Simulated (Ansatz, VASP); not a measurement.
**HfO2 in VASP and in Ansatz**

File INCAR:

```
PREC     = Accurate       # precision mode
ENCUT    = 520            # plane-wave cutoff, eV
EDIFF    = 1E-6           # SCF threshold, eV
ISMEAR   = 0              # smearing method
SIGMA    = 0.05           # smearing width, eV
LREAL    = False          # projectors in reciprocal space
LASPH    = True           # aspherical terms in the spheres
NELM     = 100            # most SCF steps
ALGO     = Normal         # electronic algorithm
ISIF     = 2              # what is computed and relaxed
LWAVE    = False          # write WAVECAR
LCHARG   = False          # write CHGCAR
GGA      = PE             # functional
NBANDS   = 18             # bands
```

File KPOINTS:

```
regular mesh
0
Gamma
  8 8 8
```

File POSCAR:

```
HfO2
1.0
    0.0000000000      2.5488057606      2.5488057606
    2.5488057606      0.0000000000      2.5488057606
    2.5488057606      2.5488057606      0.0000000000
Hf O
1 2
Direct
    0.0000000000      0.0000000000      0.0000000000
    0.2401914848      0.2598085152      0.2401914848
    0.7401914848      0.7598085152      0.7401914848
```

Input for Ansatz:

```yaml
crystal:
  lattice:
    - [0.0, 2.5488057606, 2.5488057606]
    - [2.5488057606, 0.0, 2.5488057606]
    - [2.5488057606, 2.5488057606, 0.0]
  atoms:
    - { symbol: Hf, position: [0.0, 0.0, 0.0] }
    - { symbol: O, position: [0.2401914848, 0.2598085152, 0.2401914848] }
    - { symbol: O, position: [0.7401914848, 0.7598085152, 0.7401914848] }
basis:
  ecutwfc: 420
kpoints:
  mp_grid: { grid: [8, 8, 8] }
hamiltonian:
  xc: pbe
scf:
  occupations: { method: gaussian, width: 0.05 }
output:
  forces: true
  stress: true
  eigenvalues: true
```

Change from the starting cell: all O atoms moved -0.050 Å, as atom 2 along Cartesian [0 1 0].

Alike in both runs: task single point; functional PBE; k mesh 8 × 8 × 8; occupations gaussian, width 0.05 eV; no spin polarisation.

```csv
,VASP,Ansatz
version,VASP 6.6.1,Ansatz 0.2.0
potentials or method,"VASP PAW PBE potentials, release 64 (Hf_pv, O)","scalar-relativistic, plane waves, PAW"
plane-wave cutoff (eV),520,420
valence electrons in the cell,22,38
```

|  | VASP | Ansatz | Ansatz less VASP |
| --- | --- | --- | --- |
| gap on the k mesh at the Fermi level (eV) | 3.76 | 3.75 | -0.009 |
| least direct gap on the mesh (eV) | 3.76 | 3.75 | -0.009 |
| pressure (GPa) | -3.4 | 0.2 | +3.61 |
| rms of the force components (eV/Å) | 0.091 | 0.097 | +0.0063 |

Atom by atom the forces differ by 0.006 eV/Å (rms over components). The two sets of potentials don't hold the same shells in valence.

Caveats: spin-orbit coupling is left out, which moves the levels of the heavy elements. A k mesh can miss the band edges.
